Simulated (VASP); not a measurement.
Set up this calculation in VASP 6.6.1, as the native input.

```yaml
Task: single point
Functional: PBE
Potentials_or_basis: VASP PAW PBE potentials, release 64 (Sn_d, O)
Cutoff: 520 eV
k_mesh: 12 × 12 × 12
Occupations: gaussian, width 0.1 eV
Spin: no spin polarisation
Dipole_correction: no
Further_INCAR_settings: ALGO = Normal; EDIFF = 1e-06; NBANDS = 20
```

The structure of SnO2 lies in POSCAR:

```
SnO2
1.0
    0.0000000000      2.5741500000      2.5741500000
    2.5741500000      0.0000000000      2.5741500000
    2.5741500000      2.5741500000      0.0000000000
Sn O
1 2
Direct
   -0.0174814987      0.0174814987      0.0174814987
    0.2500000000      0.2500000000      0.2500000000
    0.7500000000      0.7500000000      0.7500000000
```

Measurements of this composition are mostly on another form, of space group No. 136.

The cell isn't the ideal one: one atom moved.

The input as run:

INCAR

```
SYSTEM = SnO2
PREC     = Accurate       ! precision mode
ENCUT    = 520            ! plane-wave cutoff, eV
EDIFF    = 1E-6           ! SCF threshold, eV
ISMEAR   = 0              ! smearing method
SIGMA    = 0.1            ! smearing width, eV
LREAL    = .False.        ! projectors in reciprocal space
LASPH    = .True.         ! aspherical terms in the spheres
NELM     = 100            ! most SCF steps
ALGO     = Normal         ! electronic algorithm
ISIF     = 2              ! what is computed and relaxed
LWAVE    = .False.        ! write WAVECAR
LCHARG   = .False.        ! write CHGCAR
GGA      = PE             ! functional
NBANDS   = 20             ! bands
```

KPOINTS

```
Automatic mesh
0
Gamma
  12 12 12
  0 0 0
```

Potentials or basis: VASP PAW PBE potentials, release 64 (Sn_d, O).

Command:

```console
$ cat potpaw_PBE.64/Sn_d/POTCAR potpaw_PBE.64/O/POTCAR > POTCAR
$ mpirun -np 1 vasp_std > vasp.out
```

Results of the run:

| Property | Result |
| --- | --- |
| Pressure | 0.7 GPa |
| Largest force | 0.718 eV/Å |
| Band gap on the k mesh | none (metal or under the smearing width) |

Run time: 69 s on 1 thread of Intel(R) Xeon(R) Platinum 8488C (Sapphire Rapids) (shared host), peak memory 0.23 GiB.
